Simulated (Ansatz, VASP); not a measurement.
# Re in VASP and in Ansatz

Contents of INCAR:

```
  PREC = Accurate
  ENCUT = 520
  EDIFF = 1E-6
  ISMEAR = -1
  SIGMA = 0.05
  LREAL = F
  LASPH = T
  NELM = 60
  ALGO = Normal
  ISIF = 2
  LWAVE = F
  LCHARG = F
  GGA = PE
  NBANDS = 10
```

File KPOINTS:

```
regular mesh
0
Gamma
  14 14 14
```

Contents of POSCAR:

```
Re
1.0
    0.0000000000      2.0137353243      2.0137353243
    2.0137353243      0.0000000000      2.0137353243
    2.0137353243      2.0137353243      0.0000000000
Re
1
Direct
    0.0000000000      0.0000000000      0.0000000000
```

Input for Ansatz:

```yaml
crystal:
  lattice:
    - [0.0, 2.0137353243, 2.0137353243]
    - [2.0137353243, 0.0, 2.0137353243]
    - [2.0137353243, 2.0137353243, 0.0]
  atoms:
    - { symbol: Re, position: [0.0, 0.0, 0.0] }
kpoints:
  mp_grid: { grid: [14, 14, 14] }
scf:
  occupations: { method: fermi_dirac, width: 0.05 }
hamiltonian:
  xc: pbe
  pseudopotentials: { kind: all_electron, lapw: { basis_error: 0.00025 } }
output:
  forces: true
  stress: true
  eigenvalues: true
```

Change from the starting cell: volume scaled by 1.06.

Alike in both runs: task single point; functional PBE; k mesh 14 × 14 × 14; occupations fermi-dirac, width 0.05 eV; no spin polarisation.

|  | VASP | Ansatz |
| --- | --- | --- |
| version | VASP 6.6.1 | Ansatz 0.2.0 |
| potentials or method | VASP PAW PBE potentials, release 64 (Re) | all-electron LAPW, scalar-relativistic |
| plane-wave cutoff (eV) | 520 | see its input |

|  | VASP | Ansatz | Ansatz less VASP |
| --- | --- | --- | --- |
| pressure (GPa) | -26.2 | -25.3 | +0.98 |

Ansatz ran all-electron here, so the differences hold the error of VASP's frozen core and of both bases.

Caveats: so large a pressure means that the cell lies far from this level's equilibrium, or that cutoff or potentials fall short (VASP). The runs have no spin-orbit coupling, so splittings on Re are missing.
